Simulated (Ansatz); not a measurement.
**Residual resistivity of an alloy: Al(111) with 4 layers of random Al-W, 2x2**

How strongly does chemical disorder scatter in Al(111) with 4 layers of random Al-W, 2x2?

Main program and level: Ansatz 0.2.0; Ansatz plane-wave DFT, PBE, PAW files; ballistic transport by layer matching (Landauer), zero bias; PAW set soft_1.

### Step 1. The starting structure

The cell holds 40 atoms: 32 Al and 8 W. Cell: a = 5.725 Å, b = 5.725 Å, c = 23.429 Å, α = 93.5°, β = 86.5°, γ = 120.0°. It derives from Al. Regions: lead, 24 atoms (24 Al); scattering region, 16 atoms (8 W and 8 Al). The structure is stacked along c, and the current runs across the ab planes.

### Step 2. With 4 alloy layers

In 4 layers a share of 0.5 of the sites is given to W at random. The layers about the cell's end stay perfect and serve as the lead. Disorder leaves little or no symmetry, which makes such runs dear. Energies from -0.05 to 0.05 eV in steps of 0.05 eV are too few for the program's thermal sum, so it prints no conductance; for a metal the transmission near the Fermi level serves, at a fraction of the cost.

Input file input.yaml:

```yaml
crystal:
  lattice:
    - [5.7246940741, 0.0, 0.0]
    - [-2.862347037, 4.957730497, 0.0]
    - [1.4311735185, -0.8262884162, 23.3709656917]
  atoms:
    - { symbol: Al, position: [0.9916666667, 0.0083333333, 0.05] }
    - { symbol: Al, position: [0.9916666667, 0.5083333333, 0.05] }
    - { symbol: Al, position: [0.4916666667, 0.0083333333, 0.05] }
    - { symbol: Al, position: [0.4916666667, 0.5083333333, 0.05] }
    - { symbol: Al, position: [0.1416666667, 0.3583333333, 0.15] }
    - { symbol: Al, position: [0.1416666667, 0.8583333333, 0.15] }
    - { symbol: Al, position: [0.6416666667, 0.3583333333, 0.15] }
    - { symbol: Al, position: [0.6416666667, 0.8583333333, 0.15] }
    - { symbol: Al, position: [0.2916666667, 0.2083333333, 0.25] }
    - { symbol: Al, position: [0.2916666667, 0.7083333333, 0.25] }
    - { symbol: Al, position: [0.7916666667, 0.2083333333, 0.25] }
    - { symbol: Al, position: [0.7916666667, 0.7083333333, 0.25] }
    - { symbol: W, position: [0.9416666667, 0.0583333333, 0.35] }
    - { symbol: Al, position: [0.9416666667, 0.5583333333, 0.35] }
    - { symbol: Al, position: [0.4416666667, 0.0583333333, 0.35] }
    - { symbol: Al, position: [0.4416666667, 0.5583333333, 0.35] }
    - { symbol: W, position: [0.0916666667, 0.4083333333, 0.45] }
    - { symbol: Al, position: [0.0916666667, 0.9083333333, 0.45] }
    - { symbol: W, position: [0.5916666667, 0.4083333333, 0.45] }
    - { symbol: W, position: [0.5916666667, 0.9083333333, 0.45] }
    - { symbol: W, position: [0.2416666667, 0.2583333333, 0.55] }
    - { symbol: Al, position: [0.2416666667, 0.7583333333, 0.55] }
    - { symbol: Al, position: [0.7416666667, 0.2583333333, 0.55] }
    - { symbol: Al, position: [0.7416666667, 0.7583333333, 0.55] }
    - { symbol: W, position: [0.8916666667, 0.1083333333, 0.65] }
    - { symbol: W, position: [0.8916666667, 0.6083333333, 0.65] }
    - { symbol: Al, position: [0.3916666667, 0.1083333333, 0.65] }
    - { symbol: W, position: [0.3916666667, 0.6083333333, 0.65] }
    - { symbol: Al, position: [0.0416666667, 0.4583333333, 0.75] }
    - { symbol: Al, position: [0.0416666667, 0.9583333333, 0.75] }
    - { symbol: Al, position: [0.5416666667, 0.4583333333, 0.75] }
    - { symbol: Al, position: [0.5416666667, 0.9583333333, 0.75] }
    - { symbol: Al, position: [0.1916666667, 0.3083333333, 0.85] }
    - { symbol: Al, position: [0.1916666667, 0.8083333333, 0.85] }
    - { symbol: Al, position: [0.6916666667, 0.3083333333, 0.85] }
    - { symbol: Al, position: [0.6916666667, 0.8083333333, 0.85] }
    - { symbol: Al, position: [0.8416666667, 0.1583333333, 0.95] }
    - { symbol: Al, position: [0.8416666667, 0.6583333333, 0.95] }
    - { symbol: Al, position: [0.3416666667, 0.1583333333, 0.95] }
    - { symbol: Al, position: [0.3416666667, 0.6583333333, 0.95] }
kpoints:
  mp_grid: { grid: [5, 5, 1] }
hamiltonian:
  xc: pbe
  pseudopotentials: { kind: paw, azcp: { folder: soft_1 } }
scf:
  occupations: { method: fermi_dirac, width: 0.1 }
output:
  transmission:
    leads: [[0, 4]]
    kmesh: [10, 10]
    e_range: [-0.05, 0.05]
    de: 0.05
  write_potential: true
  write_density: true
  volumetric_format: npy
```

The run is started by

```
$ ansatz run input.yaml --threads 4 --pin off --max-ram 15360MiB --backend cpu --events-out ev --progress --plain --runs-dir out
```

Planned after this: with 8 alloy layers; with 12 alloy layers; the fit.

Q: Predict the resistivity from the slope.

The slope gives 132 µΩ cm. The points scatter by 0.043 fΩ m² about the line, with one random draw a length in a 2x2 cell, so the slope is a rough value. Read with a model of isotropic scattering on a spherical Fermi surface and the lead's 1.5×10¹⁵ S/m², this slope means a mean free path near 3.8 Å (a rough figure, since the alloy's own channel count differs); over these lengths the model's slope is within 3 % of its bulk resistivity, though a free path of a few ångströms strains the picture.

| Item | Value |
| --- | --- |
| resistivity from the slope | 132 µΩ cm |

The atoms sit on the host's lattice, so scattering by size misfit is left out. With 50 % of W, whose own structure is another, this is a hypothetical phase. Spin-orbit coupling is left out, which matters for W. A lead's potential steps by up to 36 meV from period to period, which the log calls too much, so longer leads could move the result.

[Logs are printed without paths, hosts, clocks, repeated set-up lines and the standing remarks that a program may print on its own settings, such as how far it seeks lower states.]

[Hosts, paths, dates, database ids (printed as entryN), source tags and the programs' standing remarks are cut or masked in the printed files.]
